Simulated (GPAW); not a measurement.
## Equation of state of InP under revPBE+D3(BJ)

```
In P
1.0
     4.14435    0.00000    0.00000
     2.07218    3.58911    0.00000
     2.07218    1.19637    3.38385
In P
1 1
Direct
  0.00000 0.00000 0.00000
  0.75000 0.75000 0.75000
```

The cell was scaled at fixed shape and fractions and run with GPAW, the program's PAW data sets (release 1.2.1) made for this functional, cutoff 600 eV; revPBE+D3(BJ), k mesh 6 × 6 × 6 on the cell of 2 atoms, fermi-dirac occupations of 0.05 eV, no spin polarisation, no spin-orbit coupling. Energies are those that the program minimises, any entropy of the smearing included.

| V (Å³/atom) | energy over the lowest row (meV/atom) |
| --- | --- |
| 23.6566 | 22.914 |
| 24.1600 | 10.118 |
| 24.6633 | 2.660 |
| 25.1666 | 0.000 |
| 25.6700 | ? |
| 26.1733 | 7.067 |
| 26.6766 | 15.899 |

Problem. Fit the third-order Birch-Murnaghan form, give V0, B0 and B′, and predict the energy left open.

Solution. With y = (V0/V)^(2/3), E = E0 + (9 V0 B0/16) [(y - 1)³ B′ + (y - 1)² (6 - 4y)]. Least squares through the rows shown give V0 = 25.2188 Å³/atom, E0 = -0.016 meV, B0 = 67.30 GPa (1 eV/Å³ = 160.218 GPa) and B′ = 4.66, with a largest miss of 0.011 meV. At V = 25.6700 the form with these constants gives 1.624 meV; the run gave 1.634 meV an atom. Measured volume: 25.27 Å³/atom at 291.15 K (a printed reference work), so the fit lies -0.2 % from it. Measured modulus: 71 GPa (a printed reference work), so the fit lies -5.2 % from it. The runs are for a static lattice.
